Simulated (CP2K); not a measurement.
Runs of CP2K 2026.2 on BN. It takes space group F-43m (No. 216, cubic). The conventional cell has a = 3.626 Å, b = 3.626 Å, c = 3.626 Å, α = 90.00°, β = 90.00°, γ = 90.00°. N (site symmetry -43m) has 4 B at 1.57 Å as nearest neighbours. Around B (site symmetry -43m) lie 4 N at 1.57 Å. The cell is a database's computed one.

```csv
level,potentials or basis,NGRIDS,points a segment of the path (NPOINTS),bands added on the path,gap on the mesh (eV),pressure (GPa)
RPBE,"POTENTIAL_UZH N GTH-PBE-q5, B GTH-PBE-q3; TZVP-MOLOPT-PBE-GTH basis",5,6,4,4.65,2.1
PBEsol,"POTENTIAL_UZH N GTH-PBE-q5, B GTH-PBE-q3; TZVP-MOLOPT-PBE-GTH basis",4,10,6,(a),-2.6
LDA,"GTH_POTENTIALS N GTH-PADE-q5, B GTH-PADE-q3; TZVP-MOLOPT-PBE-GTH basis",5,10,2,4.45,-13.4
BLYP,"GTH_POTENTIALS N GTH-BLYP-q5, B GTH-BLYP-q3; TZVP-MOLOPT-PBE-GTH basis",5,8,2,(b),7.9
```

Alike in all rows: task band structure; no spin polarisation; cell as given; k mesh 13 × 13 × 13; smearing fermi-dirac 0.05 eV.

**Question.** Estimate the missing entries.

**Answer.** (a) 4.33; (b) 4.97.

Caveats: the basis of atomic orbitals isn't converged, which shifts pressures, moduli and gaps; the potentials were made for another functional, which shifts forces and pressure (some runs).

A k mesh can miss the band edges.

Runs at the PBE level aren't shown here.
